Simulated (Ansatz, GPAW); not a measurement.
Given: the input of a run of Ansatz 0.2.0 on Ta2C. 

Contents of input.yaml:

```yaml
crystal:
  lattice:
    - [3.1059, 0.0, 0.0]
    - [-1.55295, 2.6897883016, 0.0]
    - [0.0, 0.0, 4.9464]
  atoms:
    - { symbol: Ta, position: [0.6666666667, 0.3333333333, 0.74799] }
    - { symbol: Ta, position: [0.3333333333, 0.6666666667, 0.25201] }
    - { symbol: C, position: [0.0, 0.0, 0.0] }
hamiltonian:
  xc: lda
  pseudopotentials: { kind: paw }
kpoints:
  mp_grid: { grid: [10, 10, 6] }
scf:
  occupations: { method: gaussian, width: 0.02 }
output:
  forces: true
  stress: true
  eigenvalues: true
```

Potentials or basis: Ansatz PAW.

Run with:

```console
$ ansatz run input.yaml --threads 1 --pin off --max-ram 3584MiB --backend cpu --events-out ev --progress --plain --runs-dir out
```

Translate it to GPAW 26.7.0 (ASE script). Potentials or basis there: the program's PAW data sets (release 1.2.1) made for this functional, cutoff 800 eV.

As run (cutoffs and basis follow the program's own potentials, and thresholds, step limits or extra output files can differ):

File run.py:

```python
from ase.dft.bandgap import bandgap
from ase.io import read, write
from ase.units import GPa
from gpaw import GPAW, PW

atoms = read('POSCAR')

calc = GPAW(mode=PW(800),
            xc='LDA',
            kpts={'size': (10, 10, 6), 'gamma': True},
            occupations={'name': 'methfessel-paxton', 'order': 0, 'width': 0.02},
            nbands=29,
            convergence={'density': 1e-05, 'energy': 1e-05},
            maxiter=150,
            txt='gpaw.txt')
atoms.calc = calc
energy = atoms.get_potential_energy()
forces = atoms.get_forces()
stress = atoms.get_stress()
calc.write('gs.gpw')
write('result.traj', atoms)
print(f'Energy: {energy:.6f} eV')
print('Forces (eV/A):')
print(forces.round(4))
print('Stress (GPa):', (stress / GPa).round(3))
print('Fermi level:', round(calc.get_fermi_level(), 4), 'eV')
print(f'Gap: {bandgap(calc)[0]:.4f} eV, direct: {bandgap(calc, direct=True)[0]:.4f} eV')
```

Contents of POSCAR:

```
Ta2C
1.0
    3.1059000000      0.0000000000      0.0000000000
   -1.5529500000      2.6897883016      0.0000000000
    0.0000000000      0.0000000000      4.9464000000
Ta C
2 1
Direct
    0.6666666667      0.3333333333      0.7479900000
    0.3333333333      0.6666666667      0.2520100000
    0.0000000000      0.0000000000      0.0000000000
```

Potentials or basis: the program's PAW data sets (release 1.2.1) made for this functional, pw.

The run is started by

```sh
$ OMP_NUM_THREADS=1 python run.py
```

Both were run:

|  | Ansatz | GPAW |
| --- | --- | --- |
| Pressure | -8.3 GPa | -8.7 GPa |

Ansatz's pressure holds a Pulay term of +0.20 GPa for its cutoff of 420 eV, which the other run lacks.

Ansatz's potentials were made for PBE.

Where Ansatz's input types no cutoff or centring, it takes its own default and a Γ-centred mesh.

The two programs' LDA may be different fits to the electron gas.

Pressure is positive in compression.
